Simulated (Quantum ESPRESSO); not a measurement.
This Quantum ESPRESSO 7.5 run on Hg needs a look.

The input pw.in:

```
&CONTROL
  calculation = 'scf'
  prefix = 'pwscf'
  outdir = './tmp'
  pseudo_dir = './pseudo'
  tprnfor = .true.
  tstress = .true.
  disk_io = 'low'
/
&SYSTEM
  ibrav = 0
  nat = 2
  ntyp = 1
  ecutwfc = 10
  nbnd = 28
  input_dft = 'pbe'
  occupations = 'smearing'
  smearing = 'fd'
  degauss = 0.00999582
  vdw_corr = 'grimme-d3'
  dftd3_version = 5
/
&ELECTRONS
  conv_thr = 4d-10
  electron_maxstep = 60
  mixing_beta = 0.5
/
ATOMIC_SPECIES
Hg   200.5920 Hg.upf
CELL_PARAMETERS angstrom
  -2.8981920300    2.8873127000    1.5609024600
   2.9274040800   -2.8990868300    1.6372620300
   2.8970761100    2.8979709100   -1.5828383400
ATOMIC_POSITIONS crystal
Hg     0.6958900000    0.2046206600    0.4874294700
Hg     0.0541100000    0.0453793400    0.0125705300
K_POINTS automatic
10 9 7 0 0 0
```

Potentials or basis: PseudoDojo 0.4.1 SR PBEsol standard.

The run is started by

```bash
$ OMP_NUM_THREADS=1 pw.x -in pw.in > pw.out
```

pw.out:

```text
This program is part of the open-source Quantum ESPRESSO suite
     for quantum simulation of materials; please cite
         "P. Giannozzi et al., J. Phys.:Condens. Matter 21 395502 (2009);
         "P. Giannozzi et al., J. Phys.:Condens. Matter 29 465901 (2017);
         "P. Giannozzi et al., J. Chem. Phys. 152 154105 (2020);
     in publications or presentations arising from this work. More details at

     IMPORTANT: XC functional enforced from input :
     Exchange-correlation= PBE
                           (   1   4   3   4   0   0   0)
     Any further DFT definition will be discarded
     Please, verify this is what you really want

     Message from routine setup:
     using ibrav=0 with symmetry is DISCOURAGED, use correct ibrav instead

     G-vector sticks info
     --------------------
     sticks:   dense  smooth     PW     G-vecs:    dense   smooth      PW
[... 154 lines left out ...]
     Davidson diagonalization with overlap
     ethr =  1.25E-11,  avg # of iterations =  2.0

     End of self-consistent calculation

     Number of k-points >= 100: set verbosity='high' to print the bands.

     the Fermi energy is    13.1771 ev

!    total energy              =    -616.95850374 Ry
     estimated scf accuracy    <          2.6E-10 Ry
     smearing contrib. (-TS)   =      -0.00001082 Ry
     internal energy E=F+TS    =    -616.95849292 Ry

     The total energy is F=E-TS. E is the sum of the following terms:
     one-electron contribution =    -215.52361809 Ry
     hartree contribution      =     100.27535840 Ry
     xc contribution           =     -98.47852253 Ry
     ewald contribution        =    -403.12265254 Ry
     DFT-D3 Dispersion         =      -0.10905817 Ry

     convergence has been achieved in  10 iterations

     Forces acting on atoms (cartesian axes, Ry/au):

     atom    1 type  1   force =    -0.01541571    0.14139484    0.09162020
     atom    2 type  1   force =     0.01541571   -0.14139484   -0.09162020

     Total force =     0.239267     Total SCF correction =     0.000094

     Computing stress (Cartesian axis) and pressure

          total   stress  (Ry/bohr**3)                   (kbar)     P=   -26272.42
  -0.17922541  -0.00000425   0.00012469       -26364.97       -0.62       18.34
  -0.00000425  -0.17771968   0.00034170           -0.62   -26143.47       50.27
   0.00012469   0.00034170  -0.17884370           18.34       50.27   -26308.82

=------------------------------------------------------------------------------=
   JOB DONE.
=------------------------------------------------------------------------------=
```

Among its messages:

```text
negative rho
```

Question: Diagnose the run.

Answer: The run converged. The input holds a flaw that was put in on purpose: cutoff far too low (ecut_scale = 0.15). The program doesn't stop on it, so the numbers can't be trusted though the run ends normally.
